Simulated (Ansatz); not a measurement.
SnO: O-17 NMR of the central transition

Cell: a structure deposited in the COD, ions relaxed with PBE at fixed cell.

```xyz
8
Lattice="2.5000 -2.8600 0.0000 2.5000 2.8600 0.0000 0.0000 0.0000 11.1200" Properties=species:S:1:pos:R:3 pbc="T T T"
Sn    0.0000   -0.0004   -0.1577
Sn    0.0000    0.0004    5.4023
Sn    2.5000    0.0018    3.0154
Sn    2.5000   -0.0018    8.5754
O     3.7495   -1.4295    4.2090
O     1.2505    1.4295    9.7690
O     1.2505   -1.4295    4.2090
O     3.7495    1.4295    9.7690
```

Atoms are numbered from 1 in the order listed; like atoms form one site, named after its first atom.

Method: Kohn–Sham DFT in Ansatz, PBE, plane waves and PAW, scalar-relativistic, 420 eV cutoff, Γ-centred 12×12×5 k-points, Fermi–Dirac smearing 0.05 eV.

O-17 has I = 5/2 and Q = -25.58 mb (Pyykkö 2018); at 7.05 T its Larmor frequency is ν₀ = 40.7 MHz. Only the quadrupole interaction is simulated: positions count from each site's isotropic chemical shift, and J coupling is left out, as are shift anisotropy and dipolar coupling, which fast spinning averages.

Problem. Simulate the second-order pattern (fast magic-angle spinning, Gaussian broadening 0.2 kHz) of site O (4 Sn at 2.24 Å).

Solution. The calculation gives C_Q = 3.12 MHz and η = 0.42, so ν_Q = 0.467 MHz and the centre of gravity lies at -37.2 ppm (-1.51 kHz).

```
offset (kHz)  height
      -3.861       0
      -3.735       2
      -3.609       7
      -3.483       9
      -3.358      10
      -3.232      10
      -3.106      10
      -2.980      11
      -2.854      17
      -2.728      30
      -2.602      38
      -2.477      42
      -2.351      48
      -2.225      60
      -2.099      88
      -1.973     100
      -1.847      84
      -1.721      75
      -1.596      72
      -1.470      73
      -1.344      76
      -1.218      84
      -1.092     100
      -0.966      99
      -0.840      81
      -0.715      68
      -0.589      61
      -0.463      56
      -0.337      50
      -0.211      33
      -0.085       8
       0.040       0
```

At this cell the PBE pressure is 2.1 GPa (principal stresses up to 13 GPa in size), so it isn't the equilibrium cell of PBE. The entry's cell may itself be off. Without spin–orbit coupling (the program notes it for Sn) the gradients can shift somewhat, as the gap is small. The database positions were far from equilibrium, so the relaxed structure may not be the compound's real one.

The relaxation (6 steps) took 4.4 min of wall time (4.4 min of CPU time) and 1.1 GiB at its peak, on 1 thread of Intel Xeon 6975P-C (Granite Rapids) (x86_64; 16 cores open to the job, memory cap 3.0 GiB, no GPU), a shared host with a load of 0.5 a core.
